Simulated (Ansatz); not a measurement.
**TaN: stress in a strained cell**

Aim: deform TaN (equal xx and yy strain of +1 %) and compute stress, forces and field gradients with LAPW, PAW and all-electron datasets made for the crystal.

Method: DFT PBE, scalar-relativistic, in Ansatz 0.2.0.

### Step 1. The system as given

It takes space group P6_3/mmc (No. 194, hexagonal). Conventional cell: a = 3.048 Å, b = 3.048 Å, c = 4.918 Å, α = 90.00°, β = 90.00°, γ = 120.00°. Ta (site symmetry -3m) has 6 N at 2.15 Å and 2 Ta at 2.46 Å as nearest neighbours. N (site symmetry -6m2) is surrounded by 6 Ta at 2.15 Å.

Coordinates:

```cif
data_structure
_symmetry_space_group_name_H-M 'P 1'
_symmetry_Int_Tables_number 1
_cell_length_a 3.0480
_cell_length_b 3.0480
_cell_length_c 4.9180
_cell_angle_alpha 90.000
_cell_angle_beta 90.000
_cell_angle_gamma 120.000
_cell_volume 39.57
loop_
_atom_site_label
_atom_site_type_symbol
_atom_site_fract_x
_atom_site_fract_y
_atom_site_fract_z
_atom_site_occupancy
Ta1 Ta 0.00000 0.00000 0.00000 1
Ta2 Ta 0.00000 0.00000 0.50000 1
N1 N 0.33333 0.66667 0.25000 1
N2 N 0.66667 0.33333 0.75000 1
```

Atoms are numbered in the order of the input: Ta1, Ta2, N3, N4.

### Step 2. The deformed structure

Space group P6_3/mmc before, P6_3/mmc after.

### Step 3. LAPW, all electrons

Contents of input.yaml:

```yaml
crystal:
  lattice:
    - [3.0784819984, 0.0, 0.0]
    - [-1.5392409992, 2.6660436156, 0.0]
    - [0.0, 0.0, 4.918]
  atoms:
    - { symbol: Ta, position: [0.0, 0.0, 0.0] }
    - { symbol: Ta, position: [0.0, 0.0, 0.5] }
    - { symbol: "N", position: [0.3333333333, 0.6666666667, 0.25] }
    - { symbol: "N", position: [0.6666666667, 0.3333333333, 0.75] }
kpoints:
  mp_grid: { grid: [9, 9, 5] }
  band_path:
    path:
      - [0.0, 0.0, 0.0]
      - [0.5, 0.0, 0.0]
      - [0.3333333333, 0.3333333333, 0.0]
      - [0.0, 0.0, 0.0]
      - [0.0, 0.0, 0.5]
      - [0.5, 0.0, 0.5]
      - [0.3333333333, 0.3333333333, 0.5]
      - [0.0, 0.0, 0.5]
      - [0.5, 0.0, 0.5]
    npoints: 5
scf:
  occupations: { method: fermi_dirac, width: 0.01 }
hamiltonian:
  xc: pbe
  pseudopotentials: { kind: all_electron, lapw: { basis_error: 0.0005 } }
output:
  forces: true
  stress: true
  eigenvalues: true
```

Run with:

```console
$ ansatz run input.yaml --threads 1 --pin off --max-ram 4096MiB --backend cpu --events-out ev --progress --plain --runs-dir out
```

### Step 4. Frozen-core PAW

Contents of input.yaml:

```yaml
crystal:
  lattice:
    - [3.0784819984, 0.0, 0.0]
    - [-1.5392409992, 2.6660436156, 0.0]
    - [0.0, 0.0, 4.918]
  atoms:
    - { symbol: Ta, position: [0.0, 0.0, 0.0] }
    - { symbol: Ta, position: [0.0, 0.0, 0.5] }
    - { symbol: "N", position: [0.3333333333, 0.6666666667, 0.25] }
    - { symbol: "N", position: [0.6666666667, 0.3333333333, 0.75] }
kpoints:
  mp_grid: { grid: [9, 9, 5] }
scf:
  occupations: { method: fermi_dirac, width: 0.01 }
hamiltonian:
  xc: pbe
  pseudopotentials: { kind: paw }
output:
  forces: true
  stress: true
  eigenvalues: true
  efg: { contact_densities: true }
```

### Step 5. Datasets made for this crystal

input.yaml, as its differences from that of step 4:

```diff
@@ -16,3 +16,3 @@
   xc: pbe
-  pseudopotentials: { kind: paw }
+  pseudopotentials: { kind: all_electron, datasets: crystal }
 output:
```

(Steps that only read results are left out.)

Before running it: what results should come out? Wanted: pressure; largest shear or deviatoric stress.

**Answer**, as computed:

```
                                 quantity                                              value
                                 pressure  LAPW 50.13, PAW 50.51, crystal datasets 50.13 GPa
largest shear or deviatoric stress (LAPW)                                          54.06 GPa
```

In words: The largest part of the stress beyond the pressure is 54.06 GPa in size, in the zz component; the atoms are carried along and not relaxed. No run of the undeformed cell stands beside it, so the pressure holds what the given cell had before the change. PAW: stress within 0.60 GPa of LAPW. Crystal datasets: stress within 0.01 GPa of LAPW. Spin-orbit coupling is left out, though the cell holds Ta; in elements this heavy it can shift bands and gaps by tenths of an eV.
